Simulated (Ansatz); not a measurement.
# Ni (Fm-3m), trigonal deformation path

Method: DFT PBE, scalar-relativistic, plane waves, PAW in Ansatz 0.2.0. Cutoff 420 eV, Γ-centred 32×32×32 k-points, Gaussian smearing of 0.15 eV. Collinear spins, started from moments 0.8 μB in atom order; the magnetic state may not be the lowest. Energies are free energies at this smearing, counted from the undisturbed cell; pressure is positive in compression.

Zero of the scan (relaxed at this level; with this scan's settings it stands at 0.1 GPa):

```
Ni
1.0
     0.00000    1.75926    1.75926
     1.75926    0.00000    1.75926
     1.75926    1.75926    0.00000
Ni
1
Direct
  0.00000 0.00000 0.00000
```

At fixed volume and fractional coordinates, lengths along (0.577, 0.577, 0.577) are scaled against those across it; ρ is that ratio over its starting value. The cell is metallic on the mesh throughout. At ρ = 0.500 the cell becomes cubic (Pm-3m), and there the slope of the energy vanishes by symmetry.

```csv
ρ,ΔE (meV/atom)
0.500,851.1
0.710,506.4
1.000,0.0
2.000,3079.2
```

(1) Predict the moment (μB/cell) at each point.

## Answers

(1)
```
    ρ  moment (μB/cell)
0.500              0.42
0.710              0.00
1.000              0.64
2.000              0.31
```

Cost: 4 runs of about 7.2 core-minutes in all, on Arm Neoverse V2 (shared hosts).